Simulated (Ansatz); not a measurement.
**Te: pressure against volume**

The task here is to estimate one member of a computed series from the others.

Computed with Ansatz 0.2.0 (DFT LDA, scalar-relativistic, unless a step's input says otherwise).

## The structure to begin with

It takes space group P3_121 (No. 152, trigonal). Conventional cell: a = 4.458 Å, b = 4.458 Å, c = 5.925 Å, α = 90.00°, β = 90.00°, γ = 120.00°. Te (site symmetry 2) has 2 Te at 2.79 Å as nearest neighbours.

As a file:

```xyz
3
Lattice="4.4580 0.0000 0.0000 -2.2290 3.8607 0.0000 0.0000 0.0000 5.9250" Properties=species:S:1:pos:R:3 pbc="T T T"
Te    3.3212    0.0000    1.9750
Te   -1.6606    2.8763    3.9500
Te    0.5684    0.9845    0.0000
```

Atoms are numbered in the order of the input: Te1, Te2, Te3.

Set-up of the first run:

Input file input.yaml:

```yaml
crystal:
  lattice:
    - [4.397748837, 0.0, 0.0]
    - [-2.1988744185, 3.8085622123, 0.0]
    - [0.0, 0.0, 5.8449226162]
  atoms:
    - { symbol: Te, position: [0.745, 0.0, 0.3333333333] }
    - { symbol: Te, position: [0.0, 0.745, 0.6666666667] }
    - { symbol: Te, position: [0.255, 0.255, 0.0] }
kpoints:
  mp_grid: { grid: [9, 9, 6] }
  band_path:
    path:
      - [0.0, 0.0, 0.0]
      - [0.5, 0.0, 0.0]
      - [0.3333333333, 0.3333333333, 0.0]
      - [0.0, 0.0, 0.0]
      - [0.0, 0.0, 0.5]
      - [0.5, 0.0, 0.5]
      - [0.3333333333, 0.3333333333, 0.5]
      - [0.0, 0.0, 0.5]
      - [0.5, 0.0, 0.5]
    npoints: 5
scf:
  occupations: { method: fermi_dirac, width: 0.08 }
hamiltonian:
  xc: lda
  pseudopotentials: { kind: all_electron, lapw: { basis_error: 0.0005 } }
output:
  forces: true
  stress: true
  eigenvalues: true
```

Command:

```console
$ ansatz run input.yaml --threads 1 --pin off --max-ram 6144MiB --backend cpu --events-out ev --progress --plain --runs-dir out
```

Among the steps run: Volume × 0.96, LAPW; Volume × 0.96, PAW; Volume × 0.96, crystal datasets; Volume × 0.99, LAPW; Volume × 0.99, PAW; Volume × 0.99, crystal datasets; Volume × 1.02, LAPW; Volume × 1.02, PAW; Volume × 1.02, crystal datasets; Volume × 1.06, LAPW; Volume × 1.06, PAW; Volume × 1.06, crystal datasets.

One table of the session follows, with a row left open; its other results are not shown here.

It belongs to the step «Fits». 

```
          method  volume (Å³/atom)  largest force (eV/Å)
            LAPW            32.632                 0.774
            LAPW            33.652                 0.549
            LAPW            34.672                     ?
            LAPW            36.032                 0.108
             PAW            32.632                 0.774
             PAW            33.652                 0.550
             PAW            34.672                 0.348
             PAW            36.032                 0.109
crystal datasets            32.632                 0.774
crystal datasets            33.652                 0.550
crystal datasets            34.672                 0.348
crystal datasets            36.032                 0.109
```

**Question.** Estimate the row for LAPW, 34.672.

The run gave: largest force (eV/Å): 0.347. In the column «largest force (eV/Å)» it lies between crystal datasets, 36.032 (0.109) and PAW, 34.672 (0.348).

To keep in mind: Warnings in the runs' records: gradients without spin orbit, crystal datasets made.
